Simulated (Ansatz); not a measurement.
# AlN (P6_3mc) in Ansatz: band structure with HSEsol

Aim: the band structure of AlN with HSEsol.

Everything below comes from runs of Ansatz 0.2.0. Logs are shortened: lines on timing, memory, paths and dates and some standing lists are left out, and cuts for length are marked.

### 1 Starting point

The structure is hexagonal, space group P6_3mc (No. 186). Conventional cell: a = 3.113 Å, b = 3.113 Å, c = 4.981 Å, α = 90.00°, β = 90.00°, γ = 120.00°. Al (site symmetry 3m) is surrounded by 4 N at 1.89 Å. N (site symmetry 3m) has 4 Al at 1.89 Å as nearest neighbours.

### 2 Band structure, HSEsol

The input, input.yaml:

```yaml
crystal:
  lattice:
    - [3.113, 0.0, 0.0]
    - [-1.5565, 2.695937082, 0.0]
    - [0.0, 0.0, 4.981]
  atoms:
    - { symbol: Al, position: [0.6666666667, 0.3333333333, 0.5] }
    - { symbol: Al, position: [0.3333333333, 0.6666666667, 0.0] }
    - { symbol: "N", position: [0.6666666667, 0.3333333333, 0.88] }
    - { symbol: "N", position: [0.3333333333, 0.6666666667, 0.38] }
hamiltonian:
  xc:
    exchange: hjs_pbesol
    correlation: pbesol
    exx: { coeff: 0.25, omega: 0.207 }
  pseudopotentials: { kind: paw }
kpoints:
  mp_grid: { grid: [6, 6, 3] }
  band_path:
    path:
      - [[0.0, 0.0, 0.0], [0.5, 0.0, 0.0], [0.3333333333, 0.3333333333, 0.0], [0.0, 0.0, 0.0], [0.0, 0.0, 0.5], [0.5, 0.0, 0.5], [0.3333333333, 0.3333333333, 0.5], [0.0, 0.0, 0.5]]
      - [[0.5, 0.0, 0.5], [0.5, 0.0, 0.0]]
      - [[0.3333333333, 0.3333333333, 0.0], [0.3333333333, 0.3333333333, 0.5]]
    npoints: 4
scf:
  occupations: { method: fermi_dirac, width: 0.05 }
  n_extra_bands: 10
output:
  forces: true
  stress: true
  eigenvalues: true
  fatbands: false
```

Potentials or basis: Ansatz PAW.

Started as:

```bash
$ ansatz run input.yaml --threads 2 --pin off --max-ram 5632MiB --backend cpu --events-out ev --progress --plain --runs-dir out
```

The log of the run:

```text
Warning: output.stress: scf.convergence.dr2_threshold = 1e-7 eV (the SCF's general default) is looser than the 4e-10 eV advised for a printed stress (1e-10 eV for each atom of the cell: 4). What an SCF threshold leaves in a stress goes as its square root, and in the free energy as the threshold itself, and one threshold admits the most on a small cell: of the crystals measured, under no hybrid functional and no lock of the moments, on runs that ended without the residual-converged pass, on stresses that held no estimate of that error, the worst erred by over 100 MPa in a component at 1e-7 eV an atom and by under 5 at 1e-10. Set scf.convergence.dr2_threshold to 4e-10 eV or tighter. The threshold is an SCF's pass mark: one that does not reach it within its budget of iterations ends unconverged, or closes short of it on a stop that the run arms, and scf.convergence.dr2_threshold's page says what that costs each kind of run
Warning: output.stress: scf.exx.energy_threshold = 1e-6 eV is looser than the 4e-8 eV advised for a stress under a hybrid functional (1e-8 eV for each atom of the cell: 4). Every SCF of the exchange loop can meet its threshold on dr2 while the loop round them stops early: no threshold on dr2 bounds what that leaves in the stress. Set scf.exx.energy_threshold to 4e-8 eV or tighter. The threshold is the loop's pass mark: a loop that does not reach it within its budget of cycles ends unconverged, and scf.exx.energy_threshold's page has the law
Warning: RAYON_NUM_THREADS=2 ignored (pool sized by the plan → 2); use --threads N
scf.n_extra_bands = 10 over 8 filled bands (N_el = 16.0): the run solves 18 bands
Engine: ansatz 0.2.0, aarch64-unknown-linux-gnu
Pseudopotentials: kind: paw
Pseudopotential: Al, paw, valence charge 3, recommended cutoff 420 eV (normal), Al.paw.azcp
Pseudopotential: N, paw, valence charge 5, recommended cutoff 420 eV (normal), N.paw.azcp
Functional definition: unnamed
  parameter a_1 = 0.25
  parameter omega_1 = 0.207/angstrom
  exchange = pbe_x(mu = 0.12345679012345678) + (-a_1)*hjs_pbesol_x_sr(omega_1) + a_1*exact_x_sr(omega_1)
  correlation = pbe_c(beta = 0.046)
Crystal: 4 atoms, lattice volume = 41.803 Å³
Basis set: ecut = 420 eV, 809 PW (Γ), exchange–correlation on 48×48×72 points (8 copies of the dense FFT grid, shifted against one another)
Bands: 18, of which v1, the nominal top of the filled ones, is band 8 counted from 1 (7 counted from 0)
Symmetry: 12 space group operations
Space group: P63mc (ITA 186), of the structure as read, at distance tolerance 3.5e-5 Å
k-points: 14 of 108 (time reversal used)
Non-local potential: Al, projectors of the file, l = 0: 2, l = 1: 2, l = 2: 1
Non-local potential: N, projectors of the file, l = 0: 2, l = 1: 2, l = 2: 1
PAW form: soft (Blöchl's): semilocal exchange-correlation on the pseudo side does not see the compensation charge
PAW frozen core: Al, regenerated for the run's functional, and the local potential with it (the file was generated under x = pbe(κ = 0.804, μ = 0.2195149727645171), c = pbe(β = 0.06672455060314922))
PAW frozen core: N, regenerated for the run's functional, and the local potential with it (the file was generated under x = pbe(κ = 0.804, μ = 0.2195149727645171), c = pbe(β = 0.06672455060314922))
PAW one-centre angular grid: Al, 110 points (default); XC on 64 Gauss nodes
PAW one-centre angular grid: N, 110 points (default); XC on 64 Gauss nodes
Initial density: superposition of atomic densities (neutral atoms: chi_scale 0, normalization atom), corrected by the library's trained network
Initial wavefunctions: pseudopotential atomic-orbital guess
Functional: x = pbesol(κ = 0.804, μ = 0.12345679012345678), c = pbesol(β = 0.046), warm-up for x = hjs_pbesol + 0.25 (exact − hjs_pbesol) at short range (ω = 0.207 Å⁻¹), c = pbesol(β = 0.046)
SCF iter   1: F=—  HF=-1811.907536 eV  |F-HF|=—  |Δ(HF+E_count)|=         —  Δρ=1.00e-2  dr2=4.41e-2  ethr=1.77e-3  ⟨swp⟩=9.1  Hψ=1294  notcnv=0
preconditioner: auto → none  [insulator: Δε(μ)=4.055 eV  Ē_g=16.370 eV  σ=0.050 eV  W_gap=1.00  n_scr=2 (ndim 8)  ℏωp=23.0 eV  f_vac=0.000  D(μ)=0.00/eV (n_scr^D=0)]
SCF iter   2: F=—  HF=-1811.896041 eV  |F-HF|=—  |Δ(HF+E_count)|=   1.15e-2  Δρ=3.26e-3  dr2=5.20e-3  ethr=2.76e-4  ⟨swp⟩=2.8  Hψ=504  notcnv=1  defer=6
iter 3 solved again at ethr=1.70e-7 eV; its pass at ethr=3.25e-5 eV (dr2=2.72e-5 eV) is discarded
SCF iter   3: F=-1811.894814 eV  HF=-1811.894817 eV  |F-HF|=3.23e-6  |Δ(HF+E_count)|=   1.22e-3  Δρ=4.15e-4  dr2=2.87e-5  ethr=1.70e-7  ⟨swp⟩=3.4  Hψ=947  notcnv=0
SCF 1 stopped early in 3 iterations: F = -1811.894814 eV  dr2 = 2.87e-5
Initial density: handed on by an earlier stage of this run
Initial wavefunctions: those handed on with the density
Functional: x = hjs_pbesol + 0.25 (exact − hjs_pbesol) at short range (ω = 0.207 Å⁻¹), c = pbesol(β = 0.046)
Exchange kernel: α = 0.2500, screened, ω = 0.2070 Å⁻¹, Wigner–Seitz truncation, v(0) = 1045.7093 eV·Å³, q-mesh 6×6×3, nearest image of the exchange supercell L = 14.94 Å, pair-density grid 15×15×24, without the augmentation charges, whose exchange is taken in its separable form by FFT convolution over the k-point mesh (sized by the pseudopotential files, 20×20×36 at the most), smooth part of the exact exchange by density-matrix convolution
Frozen-core exchange: fock
SCF iter   1: F=—  HF=-1823.856398 eV  |F-HF|=—  |Δ(HF+E_count)|=         —  Δρ=6.03e-3  dr2=1.65e-2  ethr=1.79e-6  ⟨swp⟩=6.7  Hψ=1259  notcnv=0
preconditioner: auto → none  [insulator: Δε(μ)=5.524 eV  Ē_g=18.678 eV  σ=0.050 eV  W_gap=1.00  n_scr=2 (ndim 8)  ℏωp=23.0 eV  f_vac=0.000  D(μ)=0.00/eV (n_scr^D=0)]
SCF iter   2: F=—  HF=-1823.850985 eV  |F-HF|=—  |Δ(HF+E_count)|=   5.41e-3  Δρ=2.62e-3  dr2=2.08e-3  ethr=1.79e-6  ⟨swp⟩=4.0  Hψ=559  notcnv=0
SCF iter   3: F=—  HF=-1823.855857 eV  |F-HF|=—  |Δ(HF+E_count)|=   4.87e-3  Δρ=5.91e-4  dr2=2.04e-4  ethr=1.79e-6  ⟨swp⟩=3.0  Hψ=499  notcnv=0
SCF iter   4: F=—  HF=-1823.855804 eV  |F-HF|=—  |Δ(HF+E_count)|=   5.23e-5  Δρ=3.33e-5  dr2=4.95e-6  ethr=9.96e-7  ⟨swp⟩=2.0  Hψ=366  notcnv=0
SCF iter   5: F=-1823.855840 eV  HF=-1823.855840 eV  |F-HF|=1.84e-7  |Δ(HF+E_count)|=   3.57e-5  Δρ=4.80e-5  dr2=8.87e-7  ethr=2.05e-9  ⟨swp⟩=4.4  Hψ=927  notcnv=0
SCF 2 stopped early in 5 iterations: F = -1823.855840 eV  dr2 = 8.87e-7
  Residual-converged pass: ⟨swp⟩=2.8  Hψ=389  notcnv=0  max |occ|·‖R‖ = 6.6e-6 eV (tolerance 6.7e-6 eV)  dr2=8.87e-7  dr2_onsite=3.64e-8  max |Δocc| = 0.0e0
hybrid outer 1: dexx = +6.085e-3 eV, tail = 7.29e-6 eV
Exchange kernel: α = 0.2500, screened, ω = 0.2070 Å⁻¹, Wigner–Seitz truncation, v(0) = 1045.7093 eV·Å³, q-mesh 6×6×3, nearest image of the exchange supercell L = 14.94 Å, pair-density grid 15×15×24, without the augmentation charges, whose exchange is taken in its separable form by FFT convolution over the k-point mesh (sized by the pseudopotential files, 20×20×36 at the most), smooth part of the exact exchange by density-matrix convolution
Frozen-core exchange: fock
SCF iter   1: F=—  HF=-1823.855817 eV  |F-HF|=—  |Δ(HF+E_count)|=         —  Δρ=2.13e-5  dr2=8.26e-8  ethr=2.28e-7  ⟨swp⟩=3.9  Hψ=543  notcnv=0
preconditioner: auto → none  [insulator: Δε(μ)=5.533 eV  Ē_g=18.645 eV  σ=0.050 eV  W_gap=1.00  n_scr=2 (ndim 8)  ℏωp=23.0 eV  f_vac=0.000  D(μ)=0.00/eV (n_scr^D=0)]
SCF iter   2: F=—  HF=-1823.855817 eV  |F-HF|=—  |Δ(HF+E_count)|=   9.32e-8  Δρ=5.68e-6  dr2=1.02e-8  ethr=4.57e-10  ⟨swp⟩=4.1  Hψ=541  notcnv=0  defer=1
SCF iter   3: F=-1823.855817 eV  HF=-1823.855817 eV  |F-HF|=4.11e-10  |Δ(HF+E_count)|=  7.22e-10  Δρ=2.28e-6  dr2=1.07e-9  ethr=4.88e-11  ⟨swp⟩=3.2  Hψ=473  notcnv=0  defer=12
SCF 3 converged in 3 iterations: F = -1823.855817 eV  dr2 = 1.07e-9
  Residual-converged pass: ⟨swp⟩=3.0  Hψ=476  notcnv=0  max |occ|·‖R‖ = 4.9e-7 eV (tolerance 6.3e-7 eV)  dr2=1.10e-9  dr2_onsite=4.65e-10  max |Δocc| = 0.0e0
hybrid outer 2: dexx = +7.983e-8 eV, tail = 4.09e-9 eV, Δε = 1.34e-3 eV (about 3.87e-5 eV left of the loop's levels), ΔF = 2.78e-4 eV/Å (tail 1.12e-4)
NSCF: frozen V_eff on 39 k-points
hybrid SCF converged: 2 outer / 8 inner (+3 warm-up), last move |dexx| = 7.98e-8 eV, tail = 4.09e-9 eV
Stability not checked: this state was not tested for a lower state beside it, because the functional holds exact exchange (a hybrid, or Hartree-Fock), whose exchange loop this test does not read (fock_operator; see scf.lower_state_search)
Free energy (F): -1823.855817 eV
Frozen-core exchange: fock
Harris-Foulkes:  -1823.855817 eV  (|F-HF|=4.11e-10)
Internal energy: -1823.855817 eV  (E = F + TS)
E sigma→0 (E₀):  -1823.855817 eV
Fermi energy:    8.902898 eV
--- Per-component energies (eV) ---
  E_band       = 6.663810
  E_kinetic    = 319.202106
  E_local      = -446.839406  (includes V_loc(G=0)·N_el)
  E_nonlocal   = 109.266708
  E_hartree    = 155.176185
  E_xc         = -163.852156
  E_vxc        = -173.339699  (∫ρ·V_xc dr)
  E_exx        = -35.802100  (= α·E_x^exact, valence–valence)
  E_paw        = -1169.278508  (= ΣΔE_a)
  E_vpaw       = -40.374140  (= ΣTr[D̂ρ^β])
  E_aug_tail   = 0.000186  (compensation charges beyond the density's cutoff)
  E_ewald      = -591.663270
  E_core_change = -0.065564  (= ΣΔE_core)
  E_smearing   = -0.000000  (= −TS)
  E_closure    = 0.000002  (closes the sum)
  Σ components = -1823.855817   (vs F -1823.855817, Δ=2.27e-13)
--- Forces (eV/Å), atoms counted from 1 ---
  atom   1  Al     0.00000000     0.00000000    -0.12902417
  atom   2  Al     0.00000000    -0.00000000    -0.12902417
  atom   3  N      0.00000000    -0.00000000     0.12901775
  atom   4  N     -0.00000000     0.00000000     0.12901775
  max |Σ_I F_I| component: 1.29e-5 eV/Å
--- Stress (GPa, compression-positive) ---
       -4.498079       0.000000      -0.000000
        0.000000      -4.498079       0.000000
       -0.000000       0.000000      -3.045604
  P = ⅓ Tr σ = -4.0139 GPa (-40.139 kbar)
--- Band table (eV; the first three rows and the last of 14) ---
  k-point 0: bands = ["-10.4696", "-8.1703", "-0.3570", "5.2185", "5.2185", "5.9382", "5.9382", "6.1315", "11.6648", "14.2165", "18.5140", "18.8408", "18.8408", "20.9355", "20.9835", "20.9835", "22.2343", "22.2343"]
  k-point 1: bands = ["-10.0242", "-8.9181", "1.1096", "4.1260", "5.3900", "5.3900", "5.7494", "5.7494", "13.1688", "14.3626", "17.9682", "18.8499", "18.8499", "18.9089", "19.7786", "19.7786", "24.0036", "24.0036"]
  k-point 2: bands = ["-10.0979", "-7.9700", "0.0987", "3.7016", "4.5746", "4.7908", "5.8502", "5.9444", "12.9962", "15.3256", "16.8385", "17.4623", "19.8693", "20.0817", "20.2305", "20.4967", "21.8160", "22.2691"]
  k-point 13: bands = ["-7.7623", "-7.7623", "1.1159", "1.1159", "1.4244", "2.6480", "4.9222", "4.9222", "13.8451", "15.6609", "15.8531", "15.8531", "19.9020", "19.9020", "20.9521", "23.0105", "23.7792", "23.7792"]
```

Run time: 1.7 min. Hardware: 2 threads of Arm Neoverse V1, shared host; peak memory 0.69 GiB.

Results:

* Free energy: -1823.8558 eV
* Pressure: -4.0 GPa
* Largest force: 0.129 eV/Å
* Band gap on the k mesh: 5.53 eV, direct
* Band gap along the path: 5.53 eV, direct

Forces in eV/Å, atoms in the order of the input:
```
Al   0.000  0.000 -0.129
Al   0.000  0.000 -0.129
N    0.000  0.000  0.129
N    0.000  0.000  0.129
```

Stress tensor (GPa, compression positive):
```
-4.50  0.00  0.00
 0.00 -4.50  0.00
 0.00  0.00 -3.05
```

Levels at the corners of the path, in eV from the valence-band top:
```csv
point,band 4,band 5,band 6,band 7,band 8,band 9,band 10,band 11,band 12,band 13
Γ,-0.91,-0.91,-0.19,-0.19,0.00,5.53,8.09,12.38,12.71,12.71
M,-4.49,-3.62,-2.26,-1.89,-0.72,7.08,7.10,9.69,12.00,12.41
K,-4.06,-4.06,-2.64,-2.58,-2.58,6.25,9.87,11.29,11.29,13.38
Γ,-0.91,-0.91,-0.19,-0.19,0.00,5.53,8.09,12.38,12.71,12.71
A,-3.58,-0.56,-0.56,-0.56,-0.56,7.90,7.90,11.96,11.96,13.04
L,-6.05,-1.57,-1.57,-1.47,-1.47,6.59,6.59,10.74,10.74,13.72
H,-5.22,-4.15,-4.15,-0.86,-0.86,8.82,8.82,9.29,9.29,13.85
A,-3.58,-0.56,-0.56,-0.56,-0.56,7.90,7.90,11.96,11.96,13.04
L,-6.05,-1.57,-1.57,-1.47,-1.47,6.59,6.59,10.74,10.74,13.72
M,-4.49,-3.62,-2.26,-1.89,-0.72,7.08,7.10,9.69,12.00,12.41
K,-4.06,-4.06,-2.64,-2.58,-2.58,6.25,9.87,11.29,11.29,13.38
H,-5.22,-4.15,-4.15,-0.86,-0.86,8.82,8.82,9.29,9.29,13.85
```

Caveat: the k mesh is coarse (spacing up to 0.42 Å⁻¹), so the values aren't converged, least of all with exact exchange; the pressure holds a Pulay correction of +0.4 GPa for the finite cutoff; the PAW data sets come from PBE, with cores solved anew for the run's functional, which leaves a small shift of forces and pressure; the thresholds are loose for stress.
